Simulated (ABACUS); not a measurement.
Wanted: the native input for an ABACUS 3.10.1 run.

| Item | Value |
| --- | --- |
| Task | band structure |
| Functional | rPW86PBE |
| Potentials or basis | PseudoDojo NC SR 0.5 PBE standard |
| Cutoff | 1034 eV |
| Density cutoff | 4136 eV |
| Basis | plane waves |
| Occupations | fermi-dirac, width 0.05 eV |
| Spin | no spin polarisation |
| Radial cutoff of the potentials (pseudo_rcut) | 10 bohr |
| Threshold of the eigensolver | 1e-07 Ry |
| Density | read from an earlier self-consistent run |
| Path | G-X-W-K-G-L-U-W-L-K, U-X |
| Points for each segment of the path | 10 |
| SCF threshold on the density | 1e-08 |
| Max SCF steps | 100 |
| Eigensolver | dav |
| Mixing | broyden |
| Mixing share | 0.7 |
| Symmetry key | -1 |
| Bands | 20 |

Crystal: Au.

```
Au
1.0
     0.00000    2.03500    2.03500
     2.03500    0.00000    2.03500
     2.03500    2.03500    0.00000
Au
1
Direct
  0.00000 0.00000 0.00000
```

These files were run (other wordings do the same):

INPUT

```
INPUT_PARAMETERS
suffix              Au
calculation         nscf
basis_type          pw
pseudo_dir          ./
symmetry            -1
dft_functional      GGA_X_RPW86+GGA_C_PBE
ecutwfc             76.0
pseudo_rcut         10
nspin               1
nbands              20
ks_solver           dav
smearing_method     fd
smearing_sigma      0.00367493
scf_thr             1e-08
scf_nmax            100
mixing_type         broyden
mixing_beta         0.7
init_chg            file
pw_diag_thr         1e-07
out_band            1
kpar                4
```

STRU

```
ATOMIC_SPECIES
Au 196.9666 Au.upf

LATTICE_CONSTANT
1.8897261246

LATTICE_VECTORS
0.0000000000 2.0350000000 2.0350000000
2.0350000000 0.0000000000 2.0350000000
2.0350000000 2.0350000000 0.0000000000

ATOMIC_POSITIONS
Direct

Au
0.0
1
0.0000000000 0.0000000000 0.0000000000 1 1 1
```

KPT

```
K_POINTS
12
Line
0.00000000 0.00000000 0.00000000 10 // G
0.50000000 0.00000000 0.50000000 10 // X
0.50000000 0.25000000 0.75000000 10 // W
0.37500000 0.37500000 0.75000000 10 // K
0.00000000 0.00000000 0.00000000 10 // G
0.50000000 0.50000000 0.50000000 10 // L
0.62500000 0.25000000 0.62500000 10 // U
0.50000000 0.25000000 0.75000000 10 // W
0.50000000 0.50000000 0.50000000 10 // L
0.37500000 0.37500000 0.75000000 1 // K
0.62500000 0.25000000 0.62500000 10 // U
0.50000000 0.00000000 0.50000000 1 // X
```

Potentials or basis: PseudoDojo NC SR 0.5 PBE standard, plane waves.

Launch:

```sh
$ OMP_NUM_THREADS=1 mpirun -np 4 abacus > log
```

It took 2.6 s on 4 MPI ranks on AMD EPYC 9R14 (Zen 4), on a shared host, peak memory 0.36 GiB a rank.
